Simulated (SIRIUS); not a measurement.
# HgTe (Coloradoite) (F-43m) in SIRIUS: a series of runs

One crystal, HgTe (Coloradoite), is run at these levels: AM05; tasks: equation of state.

Program: SIRIUS 7.12.0. These are calculated values, not measurements. Logs are shortened: lines on timing, memory, paths and dates and some standing lists are left out, and cuts for length are marked. The log counts tension as positive stress, the text compression.

**The experiment to reproduce.**

From a printed reference work, monograph, for a bulk crystal of HgTe: bulk modulus 43 GPa.

The results are compared with them further down.

### 1 Starting point

The structure is cubic, space group F-43m (No. 216). The conventional cell has a = 6.429 Å, b = 6.429 Å, c = 6.429 Å, α = 90.00°, β = 90.00°, γ = 90.00°. Hg (site symmetry -43m) has 4 Te at 2.78 Å as nearest neighbours. Te (site symmetry -43m) is surrounded by 4 Hg at 2.78 Å.

### 2 Equation of state, AM05, 31.22 Å³/atom (volume scaled by 0.94)

Input file sirius.json:

```json
{
  "control": {
    "processing_unit": "cpu",
    "std_evp_solver_name": "lapack",
    "gen_evp_solver_name": "lapack",
    "verbosity": 2,
    "print_forces": false,
    "ortho_rf": true,
    "use_second_variation": true,
    "rmt_max": 3.0,
    "num_bands_to_print": 24,
    "save_wf": true
  },
  "parameters": {
    "electronic_structure_method": "full_potential_lapwlo",
    "xc_functionals": ["XC_GGA_X_AM05", "XC_GGA_C_AM05"],
    "core_relativity": "dirac",
    "valence_relativity": "iora",
    "num_fv_states": 36,
    "smearing": "fermi_dirac",
    "smearing_width": 0.0018374661,
    "pw_cutoff": 20,
    "gk_cutoff": 3.49,
    "lmax_apw": 11,
    "lmax_rho": 8,
    "lmax_pot": 8,
    "num_mag_dims": 0,
    "auto_rmt": 0,
    "ngridk": [7, 7, 7],
    "shiftk": [0, 0, 0],
    "num_dft_iter": 80,
    "energy_tol": 1e-07,
    "density_tol": 1e-05,
    "use_symmetry": true
  },
  "settings": {"tol_ne": 1e-10},
  "iterative_solver": {"type": "exact"},
  "mixer": {"type": "anderson", "beta": 0.5, "max_history": 8},
  "unit_cell": {
    "lattice_vectors": [[0.0, 5.9505199423, 5.9505199423], [5.9505199423, 0.0, 5.9505199423], [5.9505199423, 5.9505199423, 0.0]],
    "atom_types": ["Hg", "Te"],
    "atom_files": {"Hg": "Hg.json", "Te": "Te.json"},
    "atoms": {"Hg": [[0.0, 0.0, 0.0]], "Te": [[0.75, 0.75, 0.75]]}
  }
}
```

Input file Hg.json:

```json
{
  "name": "mercury",
  "symbol": "Hg",
  "number": 80,
  "mass": 200.59,
  "rmin": 1e-06,
  "rmt": 2.58,
  "nrmt": 800,
  "rinf": 12.86,
  "core": "1s2s2p3s3p3d4s4p4d",
  "valence": [
    {"basis": [{"enu": -0.01, "dme": 0, "n": 0, "auto": 0}, {"enu": -0.01, "dme": 1, "n": 0, "auto": 0}]},
    {"l": 0, "n": 1, "basis": [{"enu": 0.09, "dme": 0, "n": 0, "auto": 0}]},
    {"l": 1, "n": 2, "basis": [{"enu": 0.09, "dme": 0, "n": 0, "auto": 0}]},
    {"l": 2, "n": 3, "basis": [{"enu": 0.0845, "dme": 0, "n": 0, "auto": 0}]},
    {"l": 3, "n": 4, "basis": [{"enu": 0.09, "dme": 0, "n": 0, "auto": 0}]},
    {"l": 4, "n": 5, "basis": [{"enu": 0.09, "dme": 0, "n": 0, "auto": 0}]}
  ],
  "lo": [
    {"l": 0, "basis": [{"enu": 0.09, "dme": 0, "n": 0, "auto": 0}, {"enu": 0.09, "dme": 1, "n": 0, "auto": 0}]},
    {
      "l": 0,
      "basis": [{"enu": -3.9842, "dme": 0, "n": 5, "auto": 1}, {"enu": -3.9842, "dme": 1, "n": 5, "auto": 1}]
    },
    {
      "l": 0,
      "basis": [{"enu": -3.9842, "dme": 1, "n": 5, "auto": 1}, {"enu": 0.09, "dme": 0, "n": 0, "auto": 0}]
    },
    {"l": 0, "basis": [{"enu": 0.09, "dme": 0, "n": 0, "auto": 0}, {"enu": 2.4937, "dme": 0, "n": 0, "auto": 0}]},
    {"l": 1, "basis": [{"enu": 0.09, "dme": 0, "n": 0, "auto": 0}, {"enu": 0.09, "dme": 1, "n": 0, "auto": 0}]},
    {
      "l": 1,
      "basis": [{"enu": -2.0955, "dme": 0, "n": 5, "auto": 1}, {"enu": -2.0955, "dme": 1, "n": 5, "auto": 1}]
    },
    {
      "l": 1,
      "basis": [{"enu": -2.0955, "dme": 1, "n": 5, "auto": 1}, {"enu": 0.09, "dme": 0, "n": 0, "auto": 0}]
    },
    {"l": 1, "basis": [{"enu": 0.09, "dme": 0, "n": 0, "auto": 0}, {"enu": 2.8543, "dme": 0, "n": 0, "auto": 0}]},
    {
      "l": 2,
      "basis": [{"enu": 0.0845, "dme": 0, "n": 0, "auto": 0}, {"enu": 0.0845, "dme": 1, "n": 0, "auto": 0}]
    },
    {
      "l": 2,
      "basis": [{"enu": 0.0845, "dme": 1, "n": 0, "auto": 0}, {"enu": 0.0845, "dme": 2, "n": 0, "auto": 0}]
    },
    {
      "l": 2,
      "basis": [{"enu": 0.0845, "dme": 0, "n": 0, "auto": 0}, {"enu": 2.4281, "dme": 0, "n": 0, "auto": 0}]
    },
    {"l": 3, "basis": [{"enu": 0.09, "dme": 0, "n": 0, "auto": 0}, {"enu": 0.09, "dme": 1, "n": 0, "auto": 0}]},
    {
      "l": 3,
      "basis": [{"enu": -3.2037, "dme": 0, "n": 4, "auto": 1}, {"enu": -3.2037, "dme": 1, "n": 4, "auto": 1}]
    },
    {
      "l": 3,
      "basis": [{"enu": -3.2037, "dme": 1, "n": 4, "auto": 1}, {"enu": 0.09, "dme": 0, "n": 0, "auto": 0}]
    },
    {"l": 3, "basis": [{"enu": 0.09, "dme": 0, "n": 0, "auto": 0}, {"enu": 3.5754, "dme": 0, "n": 0, "auto": 0}]},
    {"l": 4, "basis": [{"enu": 0.09, "dme": 0, "n": 0, "auto": 0}, {"enu": 0.09, "dme": 1, "n": 0, "auto": 0}]},
    {"l": 4, "basis": [{"enu": 0.09, "dme": 0, "n": 0, "auto": 0}, {"enu": 2.9744, "dme": 0, "n": 0, "auto": 0}]}
  ],
  "free_atom": [... radial grid and density of the free atom, the start of the SCF ...]
}
```

Input file Te.json:

```json
{
  "name": "tellurium",
  "symbol": "Te",
  "number": 52,
  "mass": 127.6,
  "rmin": 1e-06,
  "rmt": 2.48,
  "nrmt": 800,
  "rinf": 14.28,
  "core": "1s2s2p3s3p3d",
  "valence": [
    {"basis": [{"enu": -0.01, "dme": 0, "n": 0, "auto": 0}, {"enu": -0.01, "dme": 1, "n": 0, "auto": 0}]},
    {"l": 0, "n": 1, "basis": [{"enu": -0.0291, "dme": 0, "n": 0, "auto": 0}]},
    {"l": 1, "n": 2, "basis": [{"enu": 0.09, "dme": 0, "n": 0, "auto": 0}]},
    {"l": 2, "n": 3, "basis": [{"enu": 0.09, "dme": 0, "n": 0, "auto": 0}]},
    {"l": 3, "n": 4, "basis": [{"enu": 0.09, "dme": 0, "n": 0, "auto": 0}]}
  ],
  "lo": [
    {
      "l": 0,
      "basis": [{"enu": -0.0291, "dme": 0, "n": 0, "auto": 0}, {"enu": -0.0291, "dme": 1, "n": 0, "auto": 0}]
    },
    {
      "l": 0,
      "basis": [{"enu": -5.6939, "dme": 0, "n": 4, "auto": 1}, {"enu": -5.6939, "dme": 1, "n": 4, "auto": 1}]
    },
    {
      "l": 0,
      "basis": [{"enu": -5.6939, "dme": 1, "n": 4, "auto": 1}, {"enu": -0.0291, "dme": 0, "n": 0, "auto": 0}]
    },
    {
      "l": 0,
      "basis": [{"enu": -0.0291, "dme": 0, "n": 0, "auto": 0}, {"enu": 2.5723, "dme": 0, "n": 0, "auto": 0}]
    },
    {"l": 1, "basis": [{"enu": 0.09, "dme": 0, "n": 0, "auto": 0}, {"enu": 0.09, "dme": 1, "n": 0, "auto": 0}]},
    {
      "l": 1,
      "basis": [{"enu": -3.876, "dme": 0, "n": 4, "auto": 1}, {"enu": -3.876, "dme": 1, "n": 4, "auto": 1}]
    },
    {"l": 1, "basis": [{"enu": -3.876, "dme": 1, "n": 4, "auto": 1}, {"enu": 0.09, "dme": 0, "n": 0, "auto": 0}]},
    {"l": 1, "basis": [{"enu": 0.09, "dme": 0, "n": 0, "auto": 0}, {"enu": 3.0817, "dme": 0, "n": 0, "auto": 0}]},
    {"l": 2, "basis": [{"enu": 0.09, "dme": 0, "n": 0, "auto": 0}, {"enu": 0.09, "dme": 1, "n": 0, "auto": 0}]},
    {
      "l": 2,
      "basis": [{"enu": -1.2202, "dme": 0, "n": 4, "auto": 1}, {"enu": -1.2202, "dme": 1, "n": 4, "auto": 1}]
    },
    {
      "l": 2,
      "basis": [{"enu": -1.2202, "dme": 1, "n": 4, "auto": 1}, {"enu": 0.09, "dme": 0, "n": 0, "auto": 0}]
    },
    {"l": 2, "basis": [{"enu": 0.09, "dme": 0, "n": 0, "auto": 0}, {"enu": 3.4719, "dme": 0, "n": 0, "auto": 0}]},
    {"l": 3, "basis": [{"enu": 0.09, "dme": 0, "n": 0, "auto": 0}, {"enu": 0.09, "dme": 1, "n": 0, "auto": 0}]},
    {"l": 3, "basis": [{"enu": 0.09, "dme": 0, "n": 0, "auto": 0}, {"enu": 2.9191, "dme": 0, "n": 0, "auto": 0}]}
  ],
  "free_atom": [... radial grid and density of the free atom, the start of the SCF ...]
}
```

Input file sirius_start.json:

```json
{
  "control": {
    "processing_unit": "cpu",
    "std_evp_solver_name": "lapack",
    "gen_evp_solver_name": "lapack",
    "verbosity": 1,
    "print_forces": false,
    "ortho_rf": true,
    "use_second_variation": true,
    "rmt_max": 3.0,
    "num_bands_to_print": 24,
    "save_wf": false
  },
  "parameters": {
    "electronic_structure_method": "full_potential_lapwlo",
    "xc_functionals": ["XC_LDA_X", "XC_LDA_C_PW"],
    "core_relativity": "dirac",
    "valence_relativity": "iora",
    "num_fv_states": 36,
    "smearing": "fermi_dirac",
    "smearing_width": 0.0055123983,
    "pw_cutoff": 20,
    "gk_cutoff": 2.79,
    "lmax_apw": 11,
    "lmax_rho": 8,
    "lmax_pot": 8,
    "num_mag_dims": 0,
    "auto_rmt": 0,
    "ngridk": [3, 3, 3],
    "shiftk": [0, 0, 0],
    "num_dft_iter": 30,
    "energy_tol": 0.01,
    "density_tol": 0.05,
    "use_symmetry": true
  },
  "settings": {"tol_ne": 1e-10},
  "iterative_solver": {"type": "exact"},
  "mixer": {"type": "anderson", "beta": 0.5, "max_history": 8},
  "unit_cell": {
    "lattice_vectors": [[0.0, 5.9505199423, 5.9505199423], [5.9505199423, 0.0, 5.9505199423], [5.9505199423, 5.9505199423, 0.0]],
    "atom_types": ["Hg", "Te"],
    "atom_files": {"Hg": "Hg.json", "Te": "Te.json"},
    "atoms": {"Hg": [[0.0, 0.0, 0.0]], "Te": [[0.75, 0.75, 0.75]]}
  }
}
```

Potentials or basis: all-electron FP-LAPW, apw+lo standard.

Command:

```bash
> OMP_NUM_THREADS=1 sirius.scf --input=sirius_start.json --output=start.json
> OMP_NUM_THREADS=1 sirius.scf --input=sirius.json --output=output.json --task=1
```

Output:

```text
[info] SIRIUS version : 7.12.0
[info] number of MPI ranks           : 1
[info] MPI grid                      : 1 1
[info] maximum number of OMP threads : 1
[fft] FFT context for density and potential
[fft] =====================================
[fft]   plane wave cutoff                     : 20
[fft]   grid size                             : 60 60 60   total : 216000
[fft]   grid limits                           : -29 30   -29 30   -29 30
[fft]   number of G-vectors within the cutoff : 57001
[fft]   number of G-shells                    : 1475
[fft] FFT context for coarse grid
[fft] =====================================
[fft]   plane wave cutoff                     : 6.98
[fft]   grid size                             : 24 24 24   total : 13824
[fft]   grid limits                           : -11 12   -11 12   -11 12
[fft]   number of G-vectors within the cutoff : 2421
[fft]   number of G-shells                    : 90
[unit cell] lattice vectors
[unit cell]   a1 :       0.0000000000      5.9505199423      5.9505199423
[unit cell]   a2 :       5.9505199423      0.0000000000      5.9505199423
[unit cell]   a3 :       5.9505199423      5.9505199423      0.0000000000
[unit cell] reciprocal lattice vectors
[unit cell]   b1 :      -0.5279526300      0.5279526300      0.5279526300
[unit cell]   b2 :       0.5279526300     -0.5279526300      0.5279526300
[unit cell]   b3 :       0.5279526300      0.5279526300     -0.5279526300
[unit cell] unit cell volume :       421.40020320 [a.u.^3]
[unit cell] 1/sqrt(omega)    :         0.04871387
[unit cell] MT volume        :       135.82782233 (32.23%)
[unit cell] IT volume        :       285.57238086 (67.77%)
[unit cell] number of atom types : 2
[unit cell] type id : 0 symbol : Hg mt_radius :   2.580000 num_atoms : 1
[unit cell] type id : 1 symbol : Te mt_radius :   2.480000 num_atoms : 1
[unit cell] total number of atoms : 2
[... 406 lines left out ...]
[diagonalize] ik:   17   -5.680347   -4.064809   -3.848667   -3.848666   -3.848666   -3.254284   -3.254284   -3.254283   -3.254239   -3.254239   -3.254239   -3.254191   -2.164707   -2.164705   -2.164703   -1.185827   -1.185803   -1.185780   -1.185365   -1.185339   -0.261142   -0.105878   -0.104300   -0.093583
[diagonalize] ik:   18   -5.680347   -4.064809   -3.848666   -3.848666   -3.848666   -3.254284   -3.254284   -3.254283   -3.254239   -3.254239   -3.254238   -3.254190   -2.164708   -2.164705   -2.164703   -1.185848   -1.185783   -1.185762   -1.185368   -1.185330   -0.258101   -0.105540   -0.101130   -0.096712
[diagonalize] ik:   19   -5.680347   -4.064809   -3.848667   -3.848666   -3.848666   -3.254284   -3.254284   -3.254283   -3.254239   -3.254239   -3.254239   -3.254191   -2.164707   -2.164706   -2.164703   -1.185833   -1.185801   -1.185772   -1.185364   -1.185336   -0.257335   -0.104659   -0.101585   -0.093029
[generate_core_charge_density] atom class : 0
[generate_core_charge_density]   n,l,k : 1 0 1  energy :       -3049.50023035
[generate_core_charge_density]   n,l,k : 2 0 1  energy :        -539.88287973
[generate_core_charge_density]   n,l,k : 2 1 1  energy :        -517.98711103
[generate_core_charge_density]   n,l,k : 2 1 2  energy :        -446.48095561
[generate_core_charge_density]   n,l,k : 3 0 1  energy :        -127.89431241
[generate_core_charge_density]   n,l,k : 3 1 1  energy :        -118.04129620
[generate_core_charge_density]   n,l,k : 3 1 2  energy :        -102.20333863
[generate_core_charge_density]   n,l,k : 3 2 2  energy :         -85.89663370
[generate_core_charge_density]   n,l,k : 3 2 3  energy :         -82.50075862
[generate_core_charge_density]   n,l,k : 4 0 1  energy :         -27.88738159
[generate_core_charge_density]   n,l,k : 4 1 1  energy :         -23.66808090
[... 36 lines left out ...]
[find] valence_eval_sum               :    -113.80856618
[find] core_eval_sum                  :  -16128.30072580
[find] kinetic energy                 :   29846.76395459
[find] enuc                           :  -33064.92339583
[find] <rho|V^{XC}>                   :    -707.37038774
[find] <rho|E^{XC}>                   :    -534.00770860
[find] <mag|B^{XC}>                   :       0.00000000
[find] <rho|V^{H}>                    :  -45381.50285882
[find] smearing (-TS)                 :      -0.00002323
[find] SCF correction                 :      -0.00004391
[find] Total energy                   :  -26442.91862317 (Ha),  -52885.83724633 (Ry)
[find] Free energy (E-TS)             :  -26442.91864639 (Ha),  -52885.83729279 (Ry)
[find] band gap (eV)                  :       0.00000000
[find] Efermi                         :       0.18120220
[find] iteration : 7, RMS (target) : 4.8264e-06 (1.0000e-05) , energy difference (target) : 4.6610e-08 (1.0000e-07)
[find] converged after 8 SCF iterations!
[find] Charges and magnetic moments
[find] --------------------------------------------------------------------------------
[find] atom      charge    core leakage
[find] --------------------------------------------------------------------------------
[find]    0   78.554538    8.165061e-09
[find]    1   49.683880    1.709893e-11
[find] total core leakage    : 8.18216002e-09
[find] interstitial charge   : 3.761576
[find] total charge          : 131.999995
[find] Energy
[find] --------------------------------------------------------------------------------
[find] valence_eval_sum               :    -113.80856618
[find] core_eval_sum                  :  -16128.30072580
[find] kinetic energy                 :   29846.76395459
[find] enuc                           :  -33064.92339583
[find] <rho|V^{XC}>                   :    -707.37038774
[find] <rho|E^{XC}>                   :    -534.00770860
[find] <mag|B^{XC}>                   :       0.00000000
[find] <rho|V^{H}>                    :  -45381.50285882
[find] smearing (-TS)                 :      -0.00002323
[find] SCF correction                 :      -0.00004391
[find] Total energy                   :  -26442.91862317 (Ha),  -52885.83724633 (Ry)
[find] Free energy (E-TS)             :  -26442.91864639 (Ha),  -52885.83729279 (Ry)
[find] band gap (eV)                  :       0.00000000
[find] Efermi                         :       0.18120220
```

It took 85 s on 1 thread of Arm Neoverse V2, shared host; peak memory 0.54 GiB.

Results:

* Free energy: -719548.4728 eV
* Band gap on the k mesh: none (metal or under the smearing width)
* All electrons inside the program's atomic spheres: Hg 78.55; Te 49.68 (radii Hg 2.58, Te 2.48 bohr)

[end of part 1 of 4]
